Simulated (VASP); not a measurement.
Set up this calculation in VASP 6.6.1, as the native input.

* Task: single point
* Functional: PBE
* Potentials or basis: VASP PAW PBE potentials, release 64 (H)
* Cutoff: 520 eV
* k mesh: 2 × 2 × 2, shifted
* Occupations: gaussian, width 0.1 eV
* Spin: no spin polarisation
* Dipole correction: no
* Further INCAR settings: LREAL = Auto; ALGO = Fast; EDIFF = 1e-06; NBANDS = 22; ISYM = 0

The structure of H lies in POSCAR:

```
H
1.0
    0.0000000000      5.1338096336      4.1418180000
    0.0000000000     -5.1338096336      4.1418180000
    5.2469627598      0.0000000000     -4.1418180000
H
16
Direct
    0.0576066300      0.5109022600      0.5000000000
    0.5576066300      0.0109022600      0.5000000000
    0.5576066300      0.5109022600      0.0000000000
    0.0576066300      0.0109022600      0.0000000000
    0.4890977400      0.4423933700      0.5000000000
    0.9890977400      0.9423933700      0.5000000000
    0.9890977400      0.4423933700      0.0000000000
    0.4890977400      0.9423933700      0.0000000000
    0.5109022600      0.5576066300      0.5000000000
    0.0109022600      0.0576066300      0.5000000000
    0.0109022600      0.5576066300      0.0000000000
    0.5109022600      0.0576066300      0.0000000000
    0.9423933700      0.4890977400      0.5000000000
    0.4423933700      0.9890977400      0.5000000000
    0.4423933700      0.4890977400      0.0000000000
    0.9423933700      0.9890977400      0.0000000000
```

The cell isn't the ideal one: the relaxed cell repeated 4 times, on the trajectory's mesh.

These files were run (other wordings do the same):

INCAR

```
SYSTEM = H
PREC = Accurate
ENCUT = 520
EDIFF = 1E-6
ISMEAR = 0
SIGMA = 0.1
LREAL = Auto
LASPH = .TRUE.
NELM = 100
ALGO = Fast
ISIF = 2
LWAVE = .FALSE.
LCHARG = .FALSE.
GGA = PE
NBANDS = 22
ISYM = 0
```

KPOINTS

```
Automatic mesh
0
Gamma
  2 2 2
  0.5 0.5 0.5
```

Potentials or basis: VASP PAW PBE potentials, release 64 (H).

Launch:

```console
$ cat potpaw_PBE.64/H/POTCAR > POTCAR
$ mpirun -np 1 vasp_std > vasp.out
```

Results of the run:

The pressure is 0.3 GPa and the largest force is 0.259 eV/Å. The band gap on the k mesh is 10.05 eV.

Caveat: the k mesh is coarse (spacing up to 0.60 Å⁻¹), so the values aren't converged.

It took 50 s on 1 thread of Intel(R) Xeon(R) Platinum 8488C (Sapphire Rapids), with other jobs on the host, peak memory 0.31 GiB.
